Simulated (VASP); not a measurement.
# P (R-3m) in VASP: a series of runs

One crystal, P, is run at these levels: LDA; tasks: relaxation of cell and atoms.

Program: VASP 6.6.1. These are calculated values, not measurements. Logs are shortened: lines on timing, memory, paths and dates and some standing lists are left out, and cuts for length are marked.

### Step 1. The structure

Symmetry: R-3m, No. 166, trigonal system. The conventional cell has a = 3.451 Å, b = 3.451 Å, c = 9.389 Å, α = 90.00°, β = 90.00°, γ = 120.00°. P (site symmetry 3m) has 3 P at 2.29 Å as nearest neighbours.

This isn't the form of P at room conditions, which is orthorhombic.

### Step 2. Relaxation of cell and atoms, LDA, target pressure 7.4 GPa, at which the enthalpy is minimised

Contents of INCAR:

```
  PREC = Accurate
  ENCUT = 350
  EDIFF = 1E-7
  ISMEAR = 0
  SIGMA = 0.02
  LREAL = F
  LASPH = T
  NELM = 100
  ALGO = Normal
  ISIF = 3
  LWAVE = F
  LCHARG = F
  GGA = CA
  IBRION = 2
  NSW = 80
  EDIFFG = -0.002
  PSTRESS = 74.0
```

Contents of KPOINTS:

```
Automatic mesh
0
Gamma
  6 6 6
```

Contents of POSCAR:

```
P
1.0
    1.7257251800      0.9963479000      3.1296800100
   -1.7257251800      0.9963479000      3.1296800100
    0.0000000000     -1.9926957900      3.1296800100
P
2
Direct
    0.2270802500      0.2270802500      0.2270802500
    0.7729197500      0.7729197500      0.7729197500
```

Potentials or basis: VASP PAW LDA potentials, release 64 (P).

Started as:

```bash
cat potpaw_LDA.64/P/POTCAR > POTCAR
mpirun -np 1 vasp_std > vasp.out
```

OUTCAR:

```text
PREC = Accurate
   ENCUT = 350
   EDIFF = 1E-7
   ISMEAR = 0
   LREAL = F
   LASPH = T
   NELM = 100
   ISIF = 3
   GGA = CA
   IBRION = 2
   NSW = 80
   EDIFFG = -0.002
   PSTRESS = 74.0

 ion  position               nearest neighbor table
   1  0.227  0.227  0.227-   2 2.29   2 2.29   2 2.29   2 2.82   2 2.82   2 2.82
   2  0.773  0.773  0.773-   1 2.29   1 2.29   1 2.29   1 2.82   1 2.82   1 2.82

  LATTYP: Found a trigonal (rhomboedric) cell.
 ALAT       =     3.7102201417
 COS(alpha) =     0.5673129373

  Lattice vectors:

 A1 = (   1.7257251800,   0.9963479000,   3.1296800100)
 A2 = (  -1.7257251800,   0.9963479000,   3.1296800100)
 A3 = (   0.0000000000,  -1.9926957900,   3.1296800100)

Analysis of symmetry for initial positions (statically):
=====================================================================
 Subroutine PRICEL returns:
 Original cell was already a primitive cell.

 Routine SETGRP: Setting up the symmetry group for a
 trigonal (rhombohedral) supercell.

 Subroutine GETGRP returns: Found 12 space group operations
 (whereof 12 operations were pure point group operations)
 out of a pool of 12 trial point group operations.

The static configuration has the point symmetry D_3d.

Analysis of symmetry for dynamics (positions and initial velocities):
=====================================================================
 Subroutine PRICEL returns:
 Original cell was already a primitive cell.

 Routine SETGRP: Setting up the symmetry group for a
 trigonal (rhombohedral) supercell.

 Subroutine GETGRP returns: Found 12 space group operations
 (whereof 12 operations were pure point group operations)
 out of a pool of 12 trial point group operations.

The dynamic configuration has the point symmetry D_3d.

 Subroutine INISYM returns: Found 12 space group operations
 (whereof 12 operations are pure point group operations),
 and found     1 'primitive' translations

----------------------------------------------------------------------------------------

                                     Primitive cell

  volume of cell :      32.2875

  direct lattice vectors                    reciprocal lattice vectors
     1.725725180  0.996347900  3.129680010     0.289733270  0.167277582  0.106507161
    -1.725725180  0.996347900  3.129680010    -0.289733270  0.167277582  0.106507161
     0.000000000 -1.992695790  3.129680010     0.000000000 -0.334555163  0.106507162

  length of vectors
     3.710220142  3.710220142  3.710220139     0.351099605  0.351099605  0.351099605

  position of ions in fractional coordinates (direct lattice)
     0.227080250  0.227080250  0.227080250
     0.772919750  0.772919750  0.772919750

  ion indices of the primitive-cell ions
   primitive index   ion index
                 1           1
[... 76 lines left out ...]
   NSW    =     80    number of steps for IOM
   IBRION =      2    ionic relax: 0-MD 1-quasi-New 2-CG
   NFREE  =      1    steps in history (QN), initial steepest desc. (CG)
   ISIF   =      3    stress and relaxation
   ISYM   =      2    0-nonsym 1-usesym 2-fastsym
   POTIM  = 0.5000    time-step for ionic-motion
   TEBEG  =    0.0;   TEEND  =   0.0 temperature during run
   PSTRESS=   74.0 pullay stress
   NELECT =      10.0000    total number of electrons
   NUPDOWN=      -1.0000    fix difference up-down
   EMIN   =  10.00;   EMAX   =-10.00  energy-range for DOS
   EFERMI =   0.00;   METHOD = LEGACY
   ISMEAR =     0;   SIGMA  =   0.02  broadening in eV -4-tet -1-fermi 0-gaus
   EFERMI_NEDOS =   21; number of points for ismear=-14 and -15
   IALGO  =     38    algorithm
   IMIX   =      4    mixing-type and parameters
     AMIX     =   0.40;   BMIX     =  1.00
     AMIX_MAG =   1.60;   BMIX_MAG =  1.00
  volume/ion in A,a.u.               =      16.14       108.94
  Fermi-wavevector in a.u.,A,eV,Ry     =   1.107636  2.093128 16.692396  1.226857
  Thomas-Fermi vector in A             =   2.244152
   LORBIT       =      0    0 simple, 1 ext, 2 COOP (PROOUT), +10 PAW based schemes
   GGA     = CA    functional components
   LHFCALC =     F    Hartree Fock is set to
   AEXX    =    0.0000 exact exchange contribution
   IVDW    =     0    specifies the selected vdW correction
   LEPSILON=     F    determine dielectric tensor
   LRPA    =     F    only Hartree local field effects (RPA)
 conjugate gradient relaxation of ions
 non-spin polarized calculation
 Gauss-broadening in eV      SIGMA  =   0.02
  energy-cutoff  :      350.00
  volume of cell :       32.29
 maximum number of plane-waves:       493
 NGX is ok and might be reduce to    24
   NGX = 11   NGY = 11   NGZ = 11

--------------------------------------- Ionic step        1  -------------------------------------------

 number of electron      10.0000000 magnetization

 number of electron       9.9999998 magnetization

 Free energy of the ion-electron system (eV)
  ---------------------------------------------------
  ext. energy  EPLUGINS =         0.00000000
  ---------------------------------------------------
  free energy    TOTEN  =       -12.12658817 eV

  energy without entropy =      -12.12640550  energy(sigma->0) =      -12.12649683

 E-fermi :   8.9395     XC(G=0): -10.9007

 val. band max:        8.9290558129   @ k =   0.3333   0.3333   0.3333
 cond. band min:       8.9899608261   @ k =   0.5000   0.5000   0.5000
 fundamental gap:      0.0609050132
 Fermi energy:         8.9394617278

 k-point     1 :       0.0000    0.0000    0.0000
  band No.  band energies     occupation
      1      -7.5802      2.00000
      2       5.2628      2.00000
      3       5.7451      2.00000
      4       6.0230      2.00000
      5       6.0230      2.00000
      6      10.2205      0.00000
      7      11.5199      0.00000
      8      11.5199      0.00000
      9      14.6626      0.00000
[... 385 lines left out ...]
  energy  without entropy=      -12.0919370320  energy(sigma->0) =      -12.09209408

  enthalpy is  TOTEN    =       -10.7514139362 eV   P V=        1.3408371976

[... ionic steps 4 to 15 ...]

--------------------------------------- Ionic step       16  -------------------------------------------

 number of electron      10.0000001 magnetization

------------------------ aborting loop because EDIFF is reached ----------------------------------------
[... 71 lines left out ...]
--------------------------------------- Ionic step       18  -------------------------------------------

 number of electron      10.0000001 magnetization

 Free energy of the ion-electron system (eV)
  ---------------------------------------------------
  ext. energy  EPLUGINS =         0.00000000
  ---------------------------------------------------
  free energy    TOTEN  =       -12.09317907 eV

  energy without entropy =      -12.09301262  energy(sigma->0) =      -12.09309584

 E-fermi :  10.8946     XC(G=0): -11.5674

 val. band max:       10.8850254598   @ k =   0.3333   0.3333   0.3333
 cond. band min:      11.0153987990   @ k =  -0.3333   0.1667  -0.0000
 fundamental gap:      0.1303733392
 Fermi energy:        10.8945641852

 k-point     1 :       0.0000    0.0000    0.0000
  band No.  band energies     occupation
      1      -6.7873      2.00000
      2       7.7987      2.00000
      3       7.9994      2.00000
      4       7.9994      2.00000
      5       9.0011      2.00000
      6      13.0579      0.00000
      7      14.1269      0.00000
      8      14.1269      0.00000
      9      16.2980      0.00000
[... 309 lines left out ...]
  energy  without entropy=      -12.0930126204  energy(sigma->0) =      -12.09309584

  enthalpy is  TOTEN    =       -10.8089581618 eV   P V=        1.2842209045

 reached required accuracy - stopping structural energy minimisation
```

Wall time 18 s (1 thread of Intel Xeon 6975P-C (Granite Rapids), shared host); peak memory 0.12 GiB.

Results:

```
Free energy                                            : -12.0932 eV
Relaxed volume                                         : 13.90 Å³/atom
Relaxed cell                                           : a = 3.457 Å, b = 3.457 Å, c = 3.457 Å, α = 57.90°, β = 57.90°, γ = 57.90°
Space group after relaxing (to 0.05 Å)                 : R-3m (No. 166)
Energy change on relaxing (the enthalpy is what falls) : +16.7 meV/atom
Ionic steps                                            : 18
Pressure after relaxing                                : 7.4 GPa
Band gap on the k mesh                                 : none (metal or under the smearing width)
```

The path:
| step | energy change (eV) | largest force (eV/Å) | pressure (GPa) | volume (Å³) |
| --- | --- | --- | --- | --- |
| 1 | 0.0000 | 0.0629 | -3.54 | 32.29 |
| 2 | 0.1424 | 1.1105 | 15.19 | 27.40 |
| 3 | 0.0343 | 0.6235 | 7.12 | 29.03 |
| 4 | 0.0281 | 0.3922 | 6.77 | 28.47 |
| 5 | 0.0805 | 0.3181 | 9.47 | 27.10 |
| 6 | 0.0395 | 0.0557 | 8.18 | 27.71 |
| 7 | 0.0416 | 0.0222 | 8.25 | 27.66 |
| 8 | 0.0251 | 0.1064 | 6.16 | 28.02 |
| 9 | 0.0332 | 0.0437 | 7.24 | 27.83 |
| 10 | 0.0291 | 0.0315 | 6.90 | 27.90 |
| 11 | 0.0288 | 0.0282 | 6.87 | 27.91 |
| 12 | 0.0370 | 0.0619 | 7.93 | 27.73 |
| 13 | 0.0323 | 0.0118 | 7.34 | 27.83 |
| 14 | 0.0331 | 0.0041 | 7.40 | 27.81 |
| 15 | 0.0333 | 0.0021 | 7.41 | 27.81 |
| 16 | 0.0332 | 0.0011 | 7.39 | 27.81 |
| 17 | 0.0332 | 0.0012 | 7.38 | 27.81 |
| 18 | 0.0334 | 0.0002 | 7.41 | 27.80 |

Final structure:
```
P
1.0
     1.67336    0.96612    2.86647
    -1.67336    0.96612    2.86647
     0.00000   -1.93223    2.86647
P
2
Direct
  0.23408 0.23408 0.23408
  0.76592 0.76592 0.76592
```

Caveat: the k mesh is coarse (spacing up to 0.37 Å⁻¹), so the values aren't converged; the cell is relaxed towards a set pressure, so the enthalpy falls and the energy may rise.

### Step 3. Relaxation of cell and atoms, LDA, target pressure 7.4 GPa, at which the enthalpy is minimised

This run uses another cell than the first one, of 13.90 Å³/atom, 0.861 times its volume.

INCAR is that of step 2.

KPOINTS is that of step 2.

Contents of POSCAR:

```
P                                       
1.0
    1.6733639605      0.9661171363      2.8664683612
   -1.6733639605      0.9661171363      2.8664683612
    0.0000000000     -1.9322342602      2.8664683603
  P             
     2
Direct
     0.2340830126399711    0.2340830126399711    0.2340830126393653
     0.7659169873600287    0.7659169873600287    0.7659169873606347
```

Potentials or basis: VASP PAW LDA potentials, release 64 (P).

Started as:

```bash
cat potpaw_LDA.64/P/POTCAR > POTCAR
mpirun -np 1 vasp_std > vasp.out
```

Run time: 4.7 s. Hardware: 1 thread of Intel Xeon 6975P-C (Granite Rapids), shared host; peak memory 0.12 GiB.

It converged, with:

```yaml
Free_energy: -12.0902 eV
Relaxed_volume: 13.89 Å³/atom
Relaxed_cell: a = 3.456 Å, b = 3.456 Å, c = 3.456 Å, α = 57.91°, β = 57.91°, γ = 57.91°
Space_group_after_relaxing_to_0.05_Å: R-3m (No. 166)
Energy_change_on_relaxing_the_enthalpy_is_what_falls: +0.4 meV/atom
Ionic_steps: 6
Pressure_after_relaxing: 7.4 GPa
Band_gap_on_the_k_mesh: none (metal or under the smearing width)
```

Step by step:
| step | energy change (eV) | largest force (eV/Å) | pressure (GPa) | volume (Å³) |
| --- | --- | --- | --- | --- |
| 1 | 0.0000 | 0.0007 | 7.35 | 27.80 |
| 2 | 0.0008 | 0.0039 | 7.43 | 27.79 |
| 3 | 0.0005 | 0.0029 | 7.40 | 27.79 |
| 4 | 0.0005 | 0.0030 | 7.40 | 27.79 |
| 5 | 0.0006 | 0.0032 | 7.40 | 27.79 |
| 6 | 0.0007 | 0.0009 | 7.41 | 27.79 |

Final structure:
```
P
1.0
     1.67310    0.96597    2.86579
    -1.67310    0.96597    2.86579
     0.00000   -1.93193    2.86579
P
2
Direct
  0.23410 0.23410 0.23410
  0.76590 0.76590 0.76590
```

Levels at points of the mesh, in eV from the Fermi level:
```csv
k point,band 1,band 2,band 3,band 4,band 5,band 6,band 7,band 8,band 9
"(0.00, 0.00, 0.00)",-17.69,-3.10,-2.89,-2.89,-1.89,2.17,3.24,3.24,5.40
"(0.50, 0.00, 0.00)",-13.63,-12.86,-3.48,-3.06,-1.24,-0.43,0.46,0.88,10.29
"(0.50, 0.50, 0.00)",-13.19,-10.28,-7.47,-6.11,-6.02,-0.33,7.52,8.22,9.01
"(0.50, 0.50, 0.50)",-14.63,-12.24,-2.76,-2.76,-0.88,-0.88,0.66,2.26,10.12
```

Caveat: the k mesh is coarse (spacing up to 0.38 Å⁻¹), so the values aren't converged; the cell is relaxed towards a set pressure, so the enthalpy falls and the energy may rise.
